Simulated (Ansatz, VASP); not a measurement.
## Two plane-wave programs on ZnSe

```
Zn Se
1.0
     0.00000    2.86592    2.86592
     2.86592    0.00000    2.86592
     2.86592    2.86592    0.00000
Zn Se
1 1
Direct
  0.00000 0.00000 0.00000
  0.75000 0.75000 0.75000
```

Alike in both runs: functional PBE; k mesh 8 × 8 × 8; occupations gaussian, width 0.02 eV; no spin polarisation.

Ansatz relaxed the structure, and its values are those at the end. VASP's run is a single point on that final structure, the one shown.

```csv
,VASP,Ansatz
version,VASP 6.6.1,Ansatz 0.2.0
potentials or method,"VASP PAW PBE potentials, release 64 (Zn, Se)","scalar-relativistic, plane waves, PAW"
plane-wave cutoff (eV),520,420
valence electrons in the cell,18,28
```

```tsv
	VASP	Ansatz	Ansatz less VASP
gap on the k mesh at the Fermi level (eV)	1.16	1.15	-0.001
least direct gap on the mesh (eV)	1.16	1.15	-0.001
pressure (GPa)	0.2	0.0	-0.21
```

The two sets of potentials don't hold the same shells in valence.

PBE gaps usually lie below the measured ones, often by a third to a half.
